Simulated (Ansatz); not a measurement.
# NbN: a slab and its surfaces, (100), 3 layers

What do the surfaces of NbN (100), 3 layers cost, and how tightly do they hold an electron? Methods of the runs shown: PAW. Its runs: bulk cell relaxed (PAW); bulk in the slab's orientation (PAW); the reference run (PAW); atoms relaxed (PAW); core holes in 3d of Nb (PAW).

Method: DFT, LDA, PAW with Ansatz's default frozen-core files, scalar-relativistic, in Ansatz 0.2.0.

## 1. The system as given

The structure is cubic, space group Fm-3m (No. 225). The conventional cell has a = 4.309 Å, b = 4.309 Å, c = 4.309 Å, α = 90.00°, β = 90.00°, γ = 90.00°. Nb (site symmetry m-3m) has 6 N at 2.15 Å as nearest neighbours. N (site symmetry m-3m) has 6 Nb at 2.15 Å as nearest neighbours.

Coordinates:

```cif
data_structure
_symmetry_space_group_name_H-M 'P 1'
_symmetry_Int_Tables_number 1
_cell_length_a 3.0468
_cell_length_b 3.0468
_cell_length_c 3.0468
_cell_angle_alpha 60.000
_cell_angle_beta 60.000
_cell_angle_gamma 60.000
_cell_volume 20.00
loop_
_atom_site_label
_atom_site_type_symbol
_atom_site_fract_x
_atom_site_fract_y
_atom_site_fract_z
_atom_site_occupancy
Nb1 Nb 0.00000 0.00000 0.00000 1
N1 N 0.50000 0.50000 0.50000 1
```

Atoms are numbered in the order of the input: Nb1, N2.

## 2. Bulk cell relaxed, PAW

File input.yaml:

```yaml
crystal:
  lattice:
    - [0.0, 2.15443469, 2.15443469]
    - [2.15443469, 0.0, 2.15443469]
    - [2.15443469, 2.15443469, 0.0]
  atoms:
    - { symbol: Nb, position: [0.0, 0.0, 0.0] }
    - { symbol: "N", position: [0.5, 0.5, 0.5] }
kpoints:
  mp_grid: { grid: [17, 17, 17] }
scf:
  occupations: { method: fermi_dirac, width: 0.05 }
hamiltonian:
  xc: lda
  pseudopotentials: { kind: paw }
output:
  forces: true
  stress: true
relax:
  f_tol: 0.005
  max_steps: 40
  cell: {}
```

Command:

```bash
$ ansatz run input.yaml --threads 2 --pin off --max-ram 4096MiB --backend cpu --events-out ev --progress --plain --runs-dir out
```

The runs that follow: Bulk in the slab's orientation, PAW; Slab as cut, PAW; Atoms relaxed, PAW; Core holes in 3d of Nb, PAW.

**Question.** What will these runs give? Wanted: surface energy; work function; outer layer spacing; core-level shifts among the layers.

The runs gave:

```
                                      quantity                    value
                 surface energy (PAW, relaxed)                1.72 J/m²
                  work function (PAW, relaxed)                  3.63 eV
                     outer layer spacing (PAW)            2.18 → 2.28 Å
core-level shifts among the layers (PAW holes)  Nb1 +0.00, Nb3 -0.41 eV
```

**Reading.** By PAW the surface costs 2.02 J/m² as cut and 1.72 J/m² relaxed. The outermost spacing changes by +4.7 % (PAW). Thickness wasn't converged, and no reconstruction was sought.
